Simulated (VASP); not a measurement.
Here is a VASP 6.6.1 calculation.

INCAR

```
SYSTEM = AlN
ALGO = Normal
EDIFF = 1E-7
EDIFFG = -0.01
ENCUT = 600
IBRION = 2
ISIF = 4
ISMEAR = 0
LASPH = .TRUE.
LCHARG = .FALSE.
LMIXTAU = .TRUE.
LREAL = .FALSE.
LWAVE = .FALSE.
METAGGA = R2SCAN
NELM = 80
NSW = 40
PREC = Accurate
SIGMA = 0.03
```

File KPOINTS:

```
k-points
0
G
  12 12 6
  0 0 0
```

The input POSCAR:

```
AlN                                     
1.0
    3.0419175604      0.0000000000     -0.0000000000
   -1.5209587802      2.6343778836      0.0000000000
    0.0000000000      0.0000000000      4.8750175653
  Al              N             
     2     2
Direct
     0.3333333332999970    0.6666666667000030    0.9992188694120607
     0.6666666667000030    0.3333333332999970    0.4992188694120607
     0.3333333332999970    0.6666666667000030    0.3807811305879418
     0.6666666667000030    0.3333333332999970    0.8807811305879418
```

Potentials or basis: VASP PAW PBE potentials, release 64 (Al, N).

Run with:

```bash
$ cat potpaw_PBE.64/Al/POTCAR potpaw_PBE.64/N/POTCAR > POTCAR
$ mpirun -np 1 vasp_std > vasp.out
```

Problem. Estimate the energy gained by relaxing.

Solution. 0.2 meV/atom.

Problem. What does it give for the band gap on the k mesh?

Solution. 5.48 eV, direct.

Step by step:
```tsv
step	energy change (eV)	largest force (eV/Å)	pressure (GPa)
1	0.0000	0.0323	14.79
2	-0.0005	0.0330	14.74
3	-0.0006	0.0337	14.72
4	-0.0006	0.0386	14.70
5	-0.0007	0.0013	14.71
```

Caveat: the PAW data sets were made with another functional, which shifts forces and pressure a little. A k mesh can miss the band edges.
